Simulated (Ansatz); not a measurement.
# Ti: density of states with r2SCANh

Crystal: Ti.

```xyz
2
Lattice="2.9500 0.0000 0.0000 -1.4750 2.5548 0.0000 0.0000 0.0000 4.6800" Properties=species:S:1:pos:R:3 pbc="T T T"
Ti    1.4750    0.8516    3.5100
Ti    0.0000    1.7032    1.1700
```

```json
{"Program": "Ansatz 0.2.0", "Task": "density of states", "Functional": "r2SCANh", "Potentials or basis": "Ansatz PAW", "Cutoff": "500 eV", "Density cutoff": "2000 eV", "k mesh": "7 × 7 × 4", "Occupations": "fermi-dirac, width 0.01 eV", "Spin": "no spin polarisation", "Driver": "chain"}
```

The pressure is -2.8 GPa and the band gap on the k mesh is none (metal or under the smearing width). The density of states at the Fermi level is 0.95 states/eV per cell.

Stress tensor (GPa, compression positive):
```
-3.21  0.00  0.00
 0.00 -3.21  0.00
 0.00  0.00 -1.94
```

Levels at points of the mesh, in eV from the Fermi level:
| k point | band 10 | band 11 | band 12 | band 13 | band 14 | band 15 |
| --- | --- | --- | --- | --- | --- | --- |
| (0.00, 0.00, 0.00) | -3.37 | 0.26 | 1.03 | 1.03 | 1.14 | 1.59 |
| (0.00, 0.00, -0.50) | -5.34 | -0.18 | -0.18 | 0.94 | 0.94 | 0.94 |

States per cell in windows of 0.5 eV (zero at the Fermi level; states under -8 eV left out):
```
from (eV)  total
     -8.0   0.00
     -7.5   0.00
     -7.0   0.05
     -6.5   0.08
     -6.0   0.12
     -5.5   0.15
     -5.0   0.20
     -4.5   0.26
     -4.0   0.37
     -3.5   0.74
     -3.0   0.89
     -2.5   1.22
     -2.0   0.96
     -1.5   1.80
     -1.0   0.75
     -0.5   0.41
      0.0   0.91
      0.5   2.20
      1.0   1.82
      1.5   1.38
      2.0   0.98
      2.5   1.19
      3.0   1.50
      3.5   1.99
      4.0   0.04
      4.5   0.00
      5.0   0.00
      5.5   0.00
      6.0   0.00
      6.5   0.00
      7.0   0.00
      7.5   0.00
```

It took 31 s on 2 threads of Arm Neoverse V1 (shared host), peak memory 1.3 GiB.

Caveat: the PAW data sets were made with another functional, which shifts forces and pressure a little; the thresholds are loose for stress.
